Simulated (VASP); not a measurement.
Set up this calculation in VASP 6.6.1, as the native input.

* Task: single point
* Functional: PBE0(alpha)
* Potentials or basis: VASP PAW PBE potentials, release 64 (Cr_pv, O)
* Cutoff: 520 eV
* k mesh: 5 × 5 × 5
* Occupations: fermi-dirac, width 0.05 eV
* Spin: collinear spin, ferromagnetic start
* Starting moments: [3.0, 0.0, 0.0] μB
* Share of exact exchange: 0.1
* Grid for exact exchange (PRECFOCK): Fast
* Exchange at q = 0: truncated
* Further INCAR settings: ALGO = Normal; EDIFF = 1e-07

The system is CrO2.

```xyz
3
Lattice="0.0000 2.3831 2.3831 2.3831 0.0000 2.3831 2.3831 2.3831 0.0000" Properties=species:S:1:pos:R:3 pbc="T T T"
Cr    0.0000    0.0000    0.0000
O     1.1915    1.1915    1.1915
O     3.5746    3.5746    3.5746
```

Measurements of this composition are mostly on another form, of space group No. 136.

These files were run (other wordings do the same):

POSCAR

```
CrO2
1.0
    0.0000000000      2.3830650000      2.3830650000
    2.3830650000      0.0000000000      2.3830650000
    2.3830650000      2.3830650000      0.0000000000
Cr O
1 2
Direct
    0.0000000000      0.0000000000      0.0000000000
    0.2500000000      0.2500000000      0.2500000000
    0.7500000000      0.7500000000      0.7500000000
```

INCAR.step1

```
PREC     = Accurate       # precision mode
ENCUT    = 520            # plane-wave cutoff, eV
EDIFF    = 1E-5           # SCF threshold, eV
ISMEAR   = -1             # smearing method
SIGMA    = 0.05           # smearing width, eV
LREAL    = F              # projectors in reciprocal space
LASPH    = T              # aspherical terms in the spheres
NELM     = 150            # most SCF steps
ALGO     = Normal         # electronic algorithm
ISIF     = 2              # what is computed and relaxed
LWAVE    = T              # write WAVECAR
ISPIN    = 2              # spin polarisation
MAGMOM   = 3 0 0          # initial moments
LORBIT   = 11             # projections on sites
LMAXMIX  = 4              # l up to which the mixer works
GGA      = PE             # functional
```

INCAR.step2

```
PREC     = Accurate       # precision mode
ENCUT    = 520            # plane-wave cutoff, eV
EDIFF    = 1E-7           # SCF threshold, eV
ISMEAR   = -1             # smearing method
SIGMA    = 0.05           # smearing width, eV
LREAL    = F              # projectors in reciprocal space
LASPH    = T              # aspherical terms in the spheres
NELM     = 150            # most SCF steps
ALGO     = Normal         # electronic algorithm
ISIF     = 2              # what is computed and relaxed
LWAVE    = F              # write WAVECAR
LCHARG   = F              # write CHGCAR
ISPIN    = 2              # spin polarisation
MAGMOM   = 3 0 0          # initial moments
LORBIT   = 11             # projections on sites
LMAXMIX  = 4              # l up to which the mixer works
GGA      = PE             # functional
LHFCALC  = T              # exact exchange
AEXX     = 0.1            # exact-exchange fraction
PRECFOCK = Fast         
HFRCUT   = -1           
ISTART   = 1
```

KPOINTS

```
regular mesh
0
Gamma
  5 5 5
```

Potentials or basis: VASP PAW PBE potentials, release 64 (Cr_pv, O).

The run is started by

```sh
$ cat potpaw_PBE.64/Cr_pv/POTCAR potpaw_PBE.64/O/POTCAR > POTCAR
$ cp INCAR.step1 INCAR
$ mpirun -np 1 vasp_std > vasp.out
$ cp INCAR.step2 INCAR
$ mpirun -np 1 vasp_std > vasp.out
```

It gave:

The pressure is -12.1 GPa. The band gap on the k mesh is 1.24 eV, direct and the net moment is 2.00 μB per cell. The site moments are Cr +2.28; O -0.16 μB and the valence electrons inside the program's atomic spheres are Cr 10.50; O 5.01.

Caveat: the k mesh is coarse (spacing up to 0.46 Å⁻¹), so the values aren't converged, least of all with exact exchange; the PAW data sets were made with another functional, which shifts forces and pressure a little; an odd mesh through Γ misses points on the zone boundary, where band edges often lie; a cell with one magnetic atom can't hold antiferromagnetic order, which such compounds often take.

Wall time 57 min on 1 thread of Intel(R) Xeon(R) Platinum 8259CL CPU @ 2.50GHz (Skylake/Cascade Lake) (shared host), peak memory 0.18 GiB.
